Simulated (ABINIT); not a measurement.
Runs of ABINIT 10.8.3 (patched build) on Sb. It takes space group I4/mmm (No. 139, tetragonal). Conventional cell: a = 3.153 Å, b = 3.153 Å, c = 5.424 Å, α = 90.00°, β = 90.00°, γ = 90.00°. Sb (site symmetry 4/mmm) has 12 Sb at 3.15 to 3.51 Å as nearest neighbours. This isn't the form of Sb at room conditions, which is rhombohedral.

| task | level | cell | cutoff (eV) | fine-grid cutoff | cell freedom (optcell) | cutoff smearing ecutsm (Ha) | optimiser (ionmov) | force stop (Ha/bohr) | gap on the mesh (eV) | pressure (GPa) | relaxed volume (Å³/atom) |
| --- | --- | --- | --- | --- | --- | --- | --- | --- | --- | --- | --- |
| single point | PW91 | as given | 517 | 1034.03 eV | - | - | - | - | none | 1.8 | - |
| relaxation of cell and atoms | PBE+D3 | relaxed | 435 | 870.764 eV | 2 | 0.5 | 2 | 5e-05 | none | 0.0 | (b) |
| relaxation of cell and atoms | PBE+D3(BJ) | relaxed | 435 | 870.764 eV | 2 | 0.5 | 2 | 5e-05 | none | 0.0 | (a) |
| relaxation of cell and atoms | PBE | relaxed | 435 | 870.764 eV | 2 | 0.5 | 2 | 5e-05 | none | 0.0 | 27.61 |
| single point | AM05 | as given | 517 | 1034.03 eV | - | - | - | - | none | -1.8 | - |
| single point | revPBE | as given | 517 | 1034.03 eV | - | - | - | - | none | 2.5 | - |
| single point | WC | as given | 517 | 1034.03 eV | - | - | - | - | none | -1.1 | - |
| single point | PBE | as given | 517 | 1034.03 eV | - | - | - | - | none | 1.5 | - |

Alike in all rows: potentials or basis JTH PAW PBE v2.0; no spin polarisation; k mesh 12 × 12 × 12; smearing fermi-dirac 0.05 eV.

Q: Estimate the missing entries.

A: (a) 26.28; (b) 26.85.

Caveats: the PAW data sets were made with another functional, which shifts forces and pressure a little (some runs); pairwise dispersion overbinds metals, which lowers pressure and volume (some runs).

A k mesh can miss the band edges, and the runs leave out spin-orbit coupling on Sb.

A gap of «none» marks a metal or a gap under the smearing width.
